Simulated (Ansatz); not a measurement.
# What strain does to NaI (zincblende)

NaI in the zincblende structure, relaxed with r2SCAN in the PAW code Ansatz. It is cubic, F-43m (No. 216); conventional cell a = 7.086 Å, 44.48 Å³ an atom. Na is surrounded by 4 I at 3.07 Å; I is surrounded by 4 Na at 3.07 Å.

The axes x, y and z are those of this cell:
```xyz
2
Lattice="0.0000 3.5432 3.5432 3.5432 0.0000 3.5432 3.5432 3.5432 0.0000" Properties=species:S:1:pos:R:3 pbc="T T T"
Na    0.0000    0.0000    0.0000
I     1.7716    1.7716    1.7716
```

Unstrained: With PBE the gap is 3.825 eV and direct, at Γ. With r2SCAN the gap is 4.419 eV and direct, at Γ. HSE06 gives a direct gap of 4.812 eV at Γ. Meshes: PBE 6×6×6, r2SCAN 6×6×6, HSE06 4×4×4. Strains are changes of length per length. After each strain the atoms were relaxed again with r2SCAN in this cell and within any symmetry left, so distortions that break it or need a larger cell weren't tested; points keep the names that they have in the unstrained zone. Values at 0 K without nuclear motion; spin polarisation is off, and the phase may be a hypothetical one.

Changes of the least gap in eV (an overlap counts as a negative gap):

| strain | volume change (%) | space group | PBE | r2SCAN | HSE06 | energy rise, r2SCAN (meV/atom) |
| --- | --- | --- | --- | --- | --- | --- |
| epitaxial -5.09 % in the xy plane, free normal strain +7.95 % | -2.8 | I-4m2 | -0.067 | -0.069 | -0.064 | 4.4 |
| biaxial +1.22 % in x and y, z held | +2.5 | I-4m2 | -0.050 | -0.050 | -0.053 | 0.9 |
| uniaxial -2.87 % along [111] | -2.9 | R3m | -0.013 | -0.015 | -0.013 | 1.8 |

Epitaxial -5.09 % in the xy plane, free normal strain +7.95 %. PBE: the gap goes from 3.825 to 3.758 eV (-0.067 eV); least and direct gap lie within 0.04 eV, so its kind isn't settled. r2SCAN: the gap goes from 4.419 to 4.350 eV (-0.069 eV); least and direct gap lie within 0.04 eV, so its kind isn't settled. HSE06: the gap goes from 4.812 to 4.748 eV (-0.064 eV); with r2SCAN the top three valence levels at Γ, degenerate before, become 2+1 from the top over 205 meV. Stress change with r2SCAN, compression positive: xx +0.35, yy +0.35, zz +0.02 GPa.

Biaxial +1.22 % in x and y, z held. HSE06: the gap goes from 4.812 to 4.759 eV (-0.053 eV); with r2SCAN the top three valence levels at Γ, degenerate before, become 1+2 from the top over 13 meV. Stress change with r2SCAN, compression positive: xx -0.28, yy -0.28, zz -0.25 GPa.

Uniaxial -2.87 % along [111], other directions held. HSE06: the gap goes from 4.812 to 4.799 eV (-0.013 eV); with r2SCAN the top three valence levels at Γ, degenerate before, become 1+2 from the top over 89 meV. Stress change with r2SCAN, compression positive: xx +0.35, yy +0.35, zz +0.35, xy +0.04, xz +0.04, yz +0.04 GPa.

Spin-orbit coupling is left out, which matters wherever the heavy atoms make up the band edges.

The meshes of the hybrids are coarse, so their gaps aren't converged to the digits shown.

The splittings at Γ are without spin-orbit coupling, which is tenths of an eV in such compounds, regroups them and changes the shifts of the gap.
